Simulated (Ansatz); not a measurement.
Te2Mo:

```
Te Mo
1.0
     3.51820    0.00000    0.00000
    -1.75910    3.04685    0.00000
     0.00000    0.00000   13.97360
Te Mo
4 2
Direct
  0.66667 0.33333 0.37900
  0.33333 0.66667 0.87900
  0.66667 0.33333 0.12100
  0.33333 0.66667 0.62100
  0.66667 0.33333 0.75000
  0.33333 0.66667 0.25000
```

```yaml
Program: Ansatz 0.2.0
Task: relaxation of cell and atoms
Functional: revPBE
Dispersion: D4
Potentials_or_basis: Ansatz PAW
Cutoff: "420 eV (not typed: the program's choice for these potentials)"
k_mesh: 9 × 9 × 2
Occupations: fermi-dirac, width 0.05 eV
Spin: no spin polarisation
```

At the start: volume 24.96 Å³/atom.

**Question.** How do energy, volume and symmetry change on relaxing?

**Answer.** It ends after 5 steps and the volume is 23.77 Å³/atom (-4.8 %); space group P6_3/mmc (No. 194, to 0.05 Å).

The path:
```tsv
step	energy change (eV)	largest force (eV/Å)	volume (Å³)
1	0.0000	0.2064	149.79
2	-0.0502	0.0073	144.69
3	-0.0564	0.0423	142.17
4	-0.0567	0.0001	142.59
5	-0.0552	0.0002	142.59
```

Final structure:
```cif
data_structure
_symmetry_space_group_name_H-M 'P 1'
_symmetry_Int_Tables_number 1
_cell_length_a 3.4849
_cell_length_b 3.4849
_cell_length_c 13.5577
_cell_angle_alpha 90.000
_cell_angle_beta 90.000
_cell_angle_gamma 120.000
_cell_volume 142.59
loop_
_atom_site_label
_atom_site_type_symbol
_atom_site_fract_x
_atom_site_fract_y
_atom_site_fract_z
_atom_site_occupancy
Te1 Te 0.66667 0.33333 0.38426 1
Te2 Te 0.33333 0.66667 0.88426 1
Te3 Te 0.66667 0.33333 0.11574 1
Te4 Te 0.33333 0.66667 0.61574 1
Mo1 Mo 0.66667 0.33333 0.75000 1
Mo2 Mo 0.33333 0.66667 0.25000 1
```

Caveat: the plane-wave basis is chosen anew once the cell has moved, so the energies of steps on either side of that aren't comparable; the PAW data sets come from PBE, with cores solved anew for the run's functional, which leaves a small shift of forces and pressure.
